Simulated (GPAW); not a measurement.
CdTe:

```
Te Cd
1.0
     0.00000    3.20500    3.20500
     3.20500    0.00000    3.20500
     3.20500    3.20500    0.00000
Te Cd
1 1
Direct
  0.75000 0.75000 0.75000
  0.00000 0.00000 0.00000
```

* Program: GPAW 26.7.0
* Task: relaxation of cell and atoms
* Functional: RPBE
* Potentials or basis: the program's PAW data sets (release 1.2.1) made for this functional
* Cutoff: 600 eV
* Basis: pw
* k mesh: 7 × 7 × 7
* Occupations: fermi-dirac, width 0.05 eV
* Spin: no spin polarisation

At the start: pressure 5.6 GPa; volume 32.92 Å³/atom.

Q: How do energy, volume and symmetry change on relaxing?

A: Over 11 steps the energy falls by 71.6 meV/atom and the volume is 37.67 Å³/atom (+14.4 %); space group F-43m (No. 216, to 0.05 Å).

The path:
| step | energy change (eV) | largest force (eV/Å) | pressure (GPa) | volume (Å³) |
| --- | --- | --- | --- | --- |
| 1 | 0.0000 | 0.0000 | 5.58 | 65.84 |
| 2 | -0.0365 | 0.0000 | 4.66 | 66.99 |
| 3 | -0.0890 | 0.0000 | 3.12 | 69.15 |
| 4 | -0.1304 | 0.0000 | 1.40 | 72.11 |
| 5 | -0.1431 | 0.0000 | -0.16 | 75.55 |
| 6 | -0.1432 | 0.0000 | -0.16 | 75.54 |
| 7 | -0.1432 | 0.0000 | -0.15 | 75.52 |
| 8 | -0.1432 | 0.0000 | -0.14 | 75.49 |
| 9 | -0.1432 | 0.0000 | -0.12 | 75.45 |
| 10 | -0.1433 | 0.0000 | -0.10 | 75.40 |
| 11 | -0.1433 | 0.0000 | -0.08 | 75.34 |

Final structure:
```
CELL_PARAMETERS angstrom
0.00000 3.35225 3.35225
3.35225 0.00000 3.35225
3.35225 3.35225 0.00000
ATOMIC_POSITIONS crystal
Te 0.75000 0.75000 0.75000
Cd 0.00000 0.00000 0.00000
```

Caveat: later steps reuse the first step's grids; the volume moved by +14 % from the deposited cell, more than functionals usually miss.
